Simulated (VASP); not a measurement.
The system is PtSe2 (Sudovikovite).

```
Pt Se
1.0
     3.82077    0.00000    0.00000
    -1.91039    3.30888    0.00000
     0.00000    0.00000    5.19354
Pt Se
1 2
Direct
  0.00000 0.00000 0.00000
  0.66667 0.33333 0.75000
  0.33333 0.66667 0.25000
```

The cell isn't the ideal one: volume scaled by 1.08.

| Item | Value |
| --- | --- |
| Program | VASP 6.6.1 |
| Task | relaxation of the atoms |
| Functional | PBE |
| Dispersion | D4 |
| Potentials or basis | VASP PAW PBE potentials, release 64 (Pt, Se) |
| Cutoff | 520 eV |
| k mesh | 8 × 8 × 5 |
| Occupations | fermi-dirac, width 0.05 eV |
| Spin | no spin polarisation |

At the start: pressure -5.4 GPa; volume 21.89 Å³/atom.

Task: Where does the relaxation end?

Result: Over 3 steps the energy falls by 2.0 meV/atom; space group P-3m1 (No. 164, to 0.05 Å).

Step by step:
```tsv
step	energy change (eV)	largest force (eV/Å)	pressure (GPa)
1	0.0000	0.2425	-5.37
2	-0.0044	0.1289	-4.79
3	-0.0061	0.0149	-4.20
```

Final structure:
```yaml
crystal:
  lattice:
    - [3.82077, 0.00000, 0.00000]
    - [-1.91039, 3.30888, 0.00000]
    - [0.00000, 0.00000, 5.19354]
  atoms:
    - { symbol: Pt, position: [0.00000, 0.00000, 0.00000] }
    - { symbol: Se, position: [0.66667, 0.33333, 0.75447] }
    - { symbol: Se, position: [0.33333, 0.66667, 0.24553] }
```

Caveat: pairwise dispersion overbinds metals, which lowers pressure and volume.
